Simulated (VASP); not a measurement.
The system is BaZrO3.

```
Ba Zr O
1.0
     4.19134    0.00000    0.00000
     0.00000    4.19134    0.00000
     0.00000    0.00000    4.19134
Ba Zr O
1 1 3
Direct
  0.00000 0.00000 0.00000
  0.50000 0.50000 0.50000
  0.00000 0.50000 0.50000
  0.50000 0.00000 0.50000
  0.50000 0.50000 0.00000
```

```yaml
Program: VASP 6.6.1
Task: relaxation of cell and atoms
Functional: LDA
Potentials_or_basis: VASP PAW LDA potentials, release 64 (Ba_sv, Zr_sv, O)
Cutoff: 600 eV
k_mesh: 6 × 6 × 6
Occupations: gaussian, width 0.03 eV
Spin: no spin polarisation
```

At the start: pressure -4.0 GPa; volume 14.73 Å³/atom.

Task: Where does the relaxation end?

Result: Over 3 steps the energy falls by 4.5 meV/atom and the volume is 14.38 Å³/atom (-2.4 %); space group Pm-3m (No. 221, to 0.05 Å).

Step by step:
```csv
step,energy change (eV),largest force (eV/Å),pressure (GPa),volume (Å³)
1,0.0000,0.0000,-4.00,73.63
2,0.0125,0.0000,5.51,69.78
3,-0.0224,0.0000,-0.03,71.88
```

Final structure:
```
Ba Zr O
1.0
     4.15793    0.00000    0.00000
     0.00000    4.15793    0.00000
     0.00000    0.00000    4.15793
Ba Zr O
1 1 3
Cartesian
  0.0000 0.0000 0.0000
  2.0790 2.0790 2.0790
  0.0000 2.0790 2.0790
  2.0790 0.0000 2.0790
  2.0790 2.0790 0.0000
```
